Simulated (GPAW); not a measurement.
# HfN (F-43m) in GPAW: further runs

Runs on HfN. Level: PBEsol. Tasks: band structure.

Program: GPAW 26.7.0. These are calculated values, not measurements. Logs are shortened: lines on timing, memory, paths and dates and some standing lists are left out, and cuts for length are marked. The log counts tension as positive stress, the text compression.

## 1. The structure

It takes space group F-43m (No. 216, cubic). The conventional cell has a = 4.910 Å, b = 4.910 Å, c = 4.910 Å, α = 90.00°, β = 90.00°, γ = 90.00°. Hf (site symmetry -43m) is surrounded by 4 N at 2.13 Å. N (site symmetry -43m) has 4 Hf at 2.13 Å as nearest neighbours.

The cell comes from a database or a generator and needn't be the stable form of this composition.

## 2. Band structure, PBEsol

The input, run.py:

```python
from ase import Atoms
from ase.dft.bandgap import bandgap
from ase.io import write
from ase.units import GPa
from gpaw import GPAW, PW, setup_paths

setup_paths.insert(0, '.')

atoms = Atoms(['Hf', 'N'],
              cell=[[0.0, 2.454822, 2.454822],
                    [2.454822, 0.0, 2.454822],
                    [2.454822, 2.454822, 0.0]],
              scaled_positions=[[0.0, 0.0, 0.0],
                                [0.25, 0.25, 0.25]],
              pbc=True)

calc = GPAW(mode=PW(800),
            xc='PBEsol',
            kpts={'size': (9, 9, 9), 'gamma': True},
            occupations={'name': 'fermi-dirac', 'width': 0.05},
            nbands=19,
            convergence={'density': 1e-05, 'energy': 1e-05},
            maxiter=150,
            txt='gpaw.txt')
atoms.calc = calc
energy = atoms.get_potential_energy()
forces = atoms.get_forces()
stress = atoms.get_stress()
calc.write('gs.gpw')
write('result.traj', atoms)
print(f'Energy: {energy:.6f} eV')
print('Forces (eV/A):')
print(forces.round(4))
print('Stress (GPa):', (stress / GPa).round(3))
print('Fermi level:', round(calc.get_fermi_level(), 4), 'eV')
print(f'Gap: {bandgap(calc)[0]:.4f} eV, direct: {bandgap(calc, direct=True)[0]:.4f} eV')

path = atoms.cell.bandpath('GXWKGLUWLK,UX', npoints=80, eps=1e-4)
bs_calc = calc.fixed_density(kpts=path, symmetry='off', nbands=28,
                             convergence={'bands': 'CBM+6.0', 'eigenstates': 1e-6}, txt='bands.txt')
bs = bs_calc.band_structure()
bs.write('bs.json')
print(f'Gap on the path: {bandgap(bs_calc)[0]:.4f} eV')
```

Potentials or basis: PAW data sets generated in the run's folder for this functional, pw.

On the command line:

```bash
$ gpaw-setup -f PBEsol Hf N
$ OMP_NUM_THREADS=1 python run.py
```

gpaw.txt:

```text
__  _  _
 | _ |_)|_||  |
 |__||  | ||/\| - 26.7.0

Input parameters:
  mode=PW(ecut=800.0),
  convergence={'density': 1e-05, 'energy': 1e-05},
  kpts=MonkhorstPack(size=(9, 9, 9), gamma=True),
  maxiter=150,
  nbands=19,
  occupations=Occupations(name='fermi-dirac', width=0.05),
  xc=XC(name='PBEsol')

Diagonalizing LCAO Hamiltonian
Converting LCAO to pw mode

           N

       Hf

Atoms  # Å, Bohr magnetons
|   | symbol |        x |        y |        z |    initial magnetic moments |
|---|--------|----------|----------|----------|-----------------------------|
| 0 |     Hf | 0.000000 | 0.000000 | 0.000000 | ( 0.0000,  0.0000,  0.0000) |
| 1 |      N | 1.227411 | 1.227411 | 1.227411 | ( 0.0000,  0.0000,  0.0000) |

Unit cell  # Å
| periodic |        x |        y |        z |  lengths |    angles |
|----------|----------|----------|----------|----------|-----------|
|      yes | 0.000000 | 2.454822 | 2.454822 | 3.471643 | 60.000000 |
|      yes | 2.454822 | 0.000000 | 2.454822 | 3.471643 | 60.000000 |
|      yes | 2.454822 | 2.454822 | 0.000000 | 3.471643 | 60.000000 |

Number of symmetries: 24
Symmetry operations  # r_c * U_cc + t_c -> r_c
|    | kind |            matrix            |
|----|------|------------------------------|
|  0 |  E   |  1, 0, 0,  0, 1, 0,  0, 0, 1 |
|  1 |  σ   |  1, 0, 0,  0, 0, 1,  0, 1, 0 |
|  2 |  σ   |  1, 0,-1,  0, 1,-1,  0, 0,-1 |
|  3 |  C3  |  1, 0,-1,  0, 0,-1,  0, 1,-1 |
|  4 |  C3  |  1,-1, 0,  0,-1, 1,  0,-1, 0 |
|  5 |  σ   |  1,-1, 0,  0,-1, 0,  0,-1, 1 |
|  6 |  σ   |  0, 1, 0,  1, 0, 0,  0, 0, 1 |
|  7 |  C3  |  0, 1, 0,  0, 0, 1,  1, 0, 0 |
|  8 |  C2  |  0, 1,-1,  1, 0,-1,  0, 0,-1 |
|  9 |  S4  |  0, 1,-1,  0, 0,-1,  1, 0,-1 |
| 10 |  C3  |  0, 0, 1,  1, 0, 0,  0, 1, 0 |
| 11 |  σ   |  0, 0, 1,  0, 1, 0,  1, 0, 0 |
| 12 |  S4  |  0, 0,-1,  1, 0,-1,  0, 1,-1 |
| 13 |  C3  |  0, 0,-1,  0, 1,-1,  1, 0,-1 |
| 14 |  S4  |  0,-1, 1,  1,-1, 0,  0,-1, 0 |
| 15 |  C2  |  0,-1, 1,  0,-1, 0,  1,-1, 0 |
| 16 |  C3  |  0,-1, 0,  1,-1, 0,  0,-1, 1 |
| 17 |  S4  |  0,-1, 0,  0,-1, 1,  1,-1, 0 |
| 18 |  S4  | -1, 1, 0, -1, 0, 1, -1, 0, 0 |
| 19 |  C3  | -1, 1, 0, -1, 0, 0, -1, 0, 1 |
| 20 |  C3  | -1, 0, 1, -1, 1, 0, -1, 0, 0 |
| 21 |  S4  | -1, 0, 1, -1, 0, 0, -1, 1, 0 |
| 22 |  σ   | -1, 0, 0, -1, 1, 0, -1, 0, 1 |
| 23 |  C2  | -1, 0, 0, -1, 0, 1, -1, 1, 0 |

BZ-sampling:
  Number of BZ points: 729
  Number of IBZ points: 35

  Monkhorst-Pack size: [9, 9, 9]
  Monkhorst-Pack shift: [0, 0, 0]

K-points  # in reciprocal-cell coordinates
|     |                                coordinates |     weight |
|-----|--------------------------------------------|------------|
|   0 | (  0.00000000,   0.00000000,   0.00000000) | 0.00137174 |
|   1 | (  0.11111111,   0.11111111,   0.00000000) | 0.00823045 |
|   2 | (  0.11111111,   0.11111111,   0.11111111) | 0.01097394 |
|   3 | (  0.22222222,   0.11111111,   0.11111111) | 0.01646091 |
|   4 | (  0.22222222,   0.22222222,   0.00000000) | 0.00823045 |
|   5 | (  0.22222222,   0.22222222,   0.11111111) | 0.03292181 |
|   6 | (  0.22222222,   0.22222222,   0.22222222) | 0.01097394 |
|   7 | (  0.33333333,   0.22222222,   0.11111111) | 0.03292181 |
|   8 | (  0.33333333,   0.22222222,   0.22222222) | 0.03292181 |
|   9 | (  0.33333333,   0.33333333,  -0.33333333) | 0.01646091 |
| ... |                                            |            |
|  34 | (  0.44444444,   0.44444444,   0.44444444) | 0.01097394 |

Plane wave coefficients: 1536
Cutoff: 800.0 eV

Spin-components: 1 (collinear spins)
Bands:           19
Projectors:      11
Spin-degeneracy: 2
Datatype:        complex128

Parallelization:
  kpt:    1
  domain: 1
  band:   1

Density:
  Valence electrons: 17.0
  Components: 1
  Grid points: [24 24 24]
  Charge: 0.0  # |e|

Potential:
  Grid points: [24 24 24]

species:
  Hf:
    name:    Hafnium
    Z:       72.0
    valence: 12
    core:    60
    charge:  0.0  # [|e|]
    compensation charges:
      type: gauss
      rc: 0.41  # [Å]
      lmax: 2
    cutoffs:
      filter: 2.36  # [Å]
      core: 4.02  # [Å]
    projectors
    | kind |    occ | energy [eV] | rcut [Å] |
    |------|--------|-------------|----------|
    |   5s |  2.000 |     -66.855 |    1.397 |
    |   6s |  2.000 |      -5.120 |    1.397 |
    |   5p |  6.000 |     -35.615 |    1.307 |
    |   6p |  0.000 |      -1.375 |    1.307 |
    |   5d |  2.000 |      -2.724 |    1.334 |
    |    d |        |      24.487 |    1.334 |

    Using partial waves for Hf as LCAO basis

  N:
    name:    Nitrogen
    Z:       7.0
    valence: 5
    core:    2
    charge:  0.0  # [|e|]
    compensation charges:
      type: gauss
      rc: 0.18  # [Å]
      lmax: 2
    cutoffs:
      filter: 1.11  # [Å]
      core: 0.96  # [Å]
    projectors
    | kind |    occ | energy [eV] | rcut [Å] |
    |------|--------|-------------|----------|
    |   2s |  2.000 |     -18.455 |    0.603 |
    |   2p |  3.000 |      -7.035 |    0.529 |
    |    s |        |       8.756 |    0.603 |
    |    p |        |      20.177 |    0.529 |
    |    d |        |       0.000 |    0.577 |

    Using partial waves for N as LCAO basis

Reference energy: -411238.345407  # eV

eigensolver:
  PPCG
  Converge bands: occupied
  niter=2

density mixing:
  MSR1-Mixer
  Pratt-step length: 0.05
  Maximum mixing coefficient: 0.75
  Old densities: 10
  SVD Regularization: 0.005
  Good broyden scale: 1.0
  Trust region scale: 1.0
  Backstep threshold: 4.0
  History deletion threshold: 6.0
  Fourier metric: weight=20.0, sigma=0.015

occupation numbers:
  Fermi-Dirac:
    width: 0.0500  # eV

poisson solver:
  ecut: 6400.0  # eV

xc functional:
  name: PBEsol with 2 nearest neighbor stencil

convergence criteria:
- Maximum integral of absolute [dens]ity change: 1e-05 electrons / valence electron
- Maximum [total energy] change in last 3 cyles: 1e-05 eV / valence electron
- Maximum integral of absolute [eigenst]ate change: 4e-08 eV^2 / valence electron
maximum number of iterations: 150

SCF iterations
|iter     | |      energy | eigst |  dens |
|---------|-|-------------|-------|-------|
|iter:   1| |  -22.107721 | -0.02 |       |
|iter:   2| |  -21.382245 | -2.05 | -0.84 |
|iter:   3| |  -19.777181 | -1.27 | -0.90 |
|iter:   4| |  -19.776352 | -2.94 | -1.52 |
|iter:   5| |  -19.779900 | -3.22 | -1.74 |
|iter:   6| |  -19.779839 | -5.23 | -2.90 |
|iter:   7| |  -19.779847c| -6.11 | -3.32 |
|iter:   8| |  -19.779848c| -7.50c| -4.01 |
|iter:   9| |  -19.779848c| -8.40c| -4.89 |
|iter:  10| |  -19.779848c| -9.01c| -5.45c|

Converged in 10 steps
Energy contributions relative to reference atoms: (reference = -411238.345407)

Energy contributions:
  Kinetic:          17.349247
  Coulomb:         -19.319082
  Zero:             -0.287762
  External:          0.000000
  Xc:              -17.519395
  Entropy:          -0.005710
  Spinorbit:         0.000000
  ----------------------------
  Free energy:     -19.782703
  Extrapolated:    -19.779848

dipole moment: (-18.899258, -18.899258, -18.899258)  # |e|*Ang

Fermi level: 9.888
Eigenvalues  # (at kpt = [0.000, 0.000, 0.000])
| band index |      eig [eV] | occ [0-2] |
|------------|---------------|-----------|
|          0 |       -52.430 |     2.000 |
|          1 |       -21.198 |     2.000 |
|          2 |       -21.198 |     2.000 |
|          3 |       -21.198 |     2.000 |
|          4 |        -6.164 |     2.000 |
|          5 |         4.461 |     2.000 |
|          6 |         4.461 |     2.000 |
|          7 |         4.461 |     2.000 |
|          8 |         9.201 |     2.000 |
|          9 |        12.091 |     0.000 |
|         10 |        12.091 |     0.000 |
|         11 |        16.492 |     0.000 |
|         12 |        16.492 |     0.000 |
|         13 |        16.492 |     0.000 |
|         14 |        23.224 |     0.000 |
|         15 |        23.224 |     0.000 |
|         16 |        23.224 |     0.000 |
|        ... |               |           |
|         18 |        30.946 |     0.000 |

No gap
No difference between direct/indirect transitions

Forces  # eV/Ang
|       x |        y |        z |
|---------|----------|----------|
| 0.00000 |  0.00000 | -0.00000 |  # Hf   0
| 0.00000 | -0.00000 | -0.00000 |  # N    1

Stress tensor  # eV/Ang^3
|         x |         y |        z |
|-----------|-----------|----------|
|  0.026326 | -0.000000 | 0.000000 |
| -0.000000 |  0.026326 | 0.000000 |
|  0.000000 |  0.000000 | 0.026326 |

# Writing to gs.gpw (mode='')
```

Run time: 59 s. Hardware: 1 thread of Arm Neoverse V1, shared host; peak memory 0.28 GiB.

What came out:

- Free energy: -19.7827 eV
- Pressure: -4.2 GPa
- Band gap along the path: none (metal or under the smearing width)

Levels at the corners of the path, in eV from the Fermi level:
```csv
point,band 7,band 8,band 9,band 10,band 11,band 12
Γ,-5.43,-5.43,-0.69,2.20,2.20,6.60
X,-3.58,-3.58,-1.14,2.17,3.99,4.65
W,-5.09,-3.54,-1.29,1.39,3.58,5.04
K,-4.22,-3.96,-1.14,2.18,2.65,5.73
Γ,-5.43,-5.43,-0.69,2.20,2.20,6.60
L,-4.84,-4.84,1.56,2.70,2.70,4.23
U,-4.22,-3.96,-1.14,2.18,2.65,5.73
W,-5.09,-3.54,-1.29,1.39,3.58,5.04
L,-4.84,-4.84,1.56,2.70,2.70,4.23
K,-4.22,-3.96,-1.14,2.18,2.65,5.73
U,-4.22,-3.96,-1.14,2.18,2.65,5.73
X,-3.58,-3.58,-1.14,2.17,3.99,4.65
```

Caveat: spin-orbit coupling is left out, which moves the levels of the heavy elements.

## 3. Band structure, PBEsol, spin-orbit coupling, no magnetisation

run.py: that of step 2 with these lines changed.

```diff
@@ -1 +1,2 @@
+import numpy as np
 from ase import Atoms
@@ -5,2 +6,3 @@
 from gpaw import GPAW, PW, setup_paths
+from gpaw.spinorbit import soc_eigenstates
 
@@ -43 +45,7 @@
 print(f'Gap on the path: {bandgap(bs_calc)[0]:.4f} eV')
+
+soc = soc_eigenstates(bs_calc, theta=0, phi=0)
+np.savetxt('soc_bands.dat', soc.eigenvalues(), fmt='%.4f')
+mesh = soc_eigenstates('gs.gpw', theta=0, phi=0)
+np.savetxt('soc_mesh.dat', mesh.eigenvalues(), fmt='%.4f')
+print('Fermi level with spin-orbit coupling:', round(mesh.fermi_level, 4), 'eV')
```

Potentials or basis: PAW data sets generated in the run's folder for this functional, pw.

On the command line:

```bash
$ gpaw-setup -f PBEsol Hf N
$ OMP_NUM_THREADS=1 python run.py
```

Wall time 61 s (1 thread of Arm Neoverse V1, shared host); peak memory 0.33 GiB.

The run converged. Its results:

```
Free energy             : -19.7827 eV
Pressure                : -4.2 GPa
Band gap along the path : none (metal or under the smearing width)
```

Levels at the corners of the path, in eV from the Fermi level:
```tsv
point	band 16	band 17	band 18	band 19	band 20	band 21
Γ	-5.42	-0.70	-0.70	2.18	2.18	2.18
X	-3.36	-1.08	-1.08	2.14	2.14	3.92
W	-3.35	-1.40	-1.10	1.22	1.54	3.50
K	-3.84	-1.15	-1.12	2.15	2.19	2.54
Γ	-5.42	-0.70	-0.70	2.18	2.18	2.18
L	-4.82	1.51	1.51	2.65	2.65	2.78
U	-3.84	-1.15	-1.12	2.15	2.19	2.54
W	-3.35	-1.40	-1.10	1.22	1.54	3.50
L	-4.82	1.51	1.51	2.65	2.65	2.78
K	-3.84	-1.15	-1.12	2.15	2.19	2.54
U	-3.84	-1.15	-1.12	2.15	2.19	2.54
X	-3.36	-1.08	-1.08	2.14	2.14	3.92
```

Caveat: spin-orbit coupling was added after a scalar SCF, so levels and gaps hold it while energy, forces, pressure and moments don't; this program's spin-orbit splittings come out too wide for heavy elements.
